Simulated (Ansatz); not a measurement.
# CdTe: enthalpy against pressure

CdTe, F-43m, a = 6.619 Å. Ansatz: PBE, PAW, 420 eV, Γ-centred 10×10×10 mesh on 2 atoms, Gaussian smearing 0.02 eV; no spin polarisation. Cell and atoms are relaxed at each pressure, and no other structure is tried; the real crystal is known to change phase within this range, so the rows at high pressure are metastable. y is the enthalpy over the state at zero pressure; there V0 = 36.253 Å³/atom. The pressures are the targets, met within 0.04 GPa.

```
P (GPa) y (eV/atom)
   -2.0      -0.4669
    0.0       0.0000
    2.0       0.4407
    5.0       1.0663
   10.0       2.0413
   20.0            ?
   40.0       6.9862
```

Problem. Fit y = c1 P + c2 P² + c3 P³ to the other rows, say what c1 and c2 mean, and predict the missing value.

Solution. Least squares on the rows shown. y = 0.22592 P − 0.0025003 P² + 3.0468×10⁻⁵ P³. Since dH/dP = V, c1 is V0: 0.22592 eV/GPa × 160.2 = 36.192 Å³ against 36.253; c2 = −V0/(2B0) gives B0 = 45 GPa, where a Birch–Murnaghan fit to the volumes of the same runs (not shown) gives 35 GPa: a cubic over this range folds the higher terms into c2. Above P = −c2/(3 c3) = 27 GPa the cubic's slope, the volume, would rise with pressure, so the form fails there. At P = 20.0 the fit asked for gives 3.7620 eV/atom. The run gave 3.8232 eV/atom, so the fit is 0.0612 eV/atom too low, 0.82 % of the span of the series, against an rms of 0.0031 eV/atom on the fitted rows. With a term in P⁴ added, a fit to the same known rows predicts 3.8835 eV/atom, which misses by about as much or more on the other side: the known rows don't fix the higher terms.